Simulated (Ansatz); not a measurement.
HfS$_{2}$: energy along a strain

HfS$_{2}$, P-3m1, a = 3.606 Å, c = 5.770 Å. Ansatz: PBE+D3(BJ), PAW, 420 eV, Γ-centred 12×12×6 mesh on 3 atoms, Gaussian smearing 0.05 eV; no spin polarisation. Cell vectors (Å): 3.606 0.000 0.000; -1.803 3.123 0.000; 0.000 0.000 5.770. The cell is strained by x per cent times the pattern (0 0 1 0 0 0) in the order xx yy zz yz xz xy (engineering shears), with fractional coordinates held. y is the free energy over the start, V0 = 21.659 Å³/atom.

```tsv
x (%)	y (meV/atom)
-4.00	15.90
-3.00	8.85
-2.00	3.88
-1.00	0.95
0.00	0.00
1.00	0.98
2.00	?
3.00	8.53
3.50	11.55
4.00	15.01
```

**Question.** Fit y = c1 x + c2 x² + c3 x³ to the other rows, get the stiffness along the pattern, and predict the missing energy.

**Answer.** Least squares on the rows shown. y = 0.023161 x + 0.96580 x² − 0.0084173 x³. The clamped-ion stiffness p·C·p = 2 × 9.658 eV × 160.2 / 21.659 Å³ = 143 GPa, which is C33 in these axes; c1 is there for the stress left in the start, which by itself gives a slope of 0.02 meV/atom per %. At x = 2.00 the fit asked for gives 3.84 meV/atom. The run gave 3.83 meV/atom, so the fit is 0.01 meV/atom too high, a small miss on the scale of the series.

Spin–orbit coupling is left out, which can shift energies with elements as heavy as these.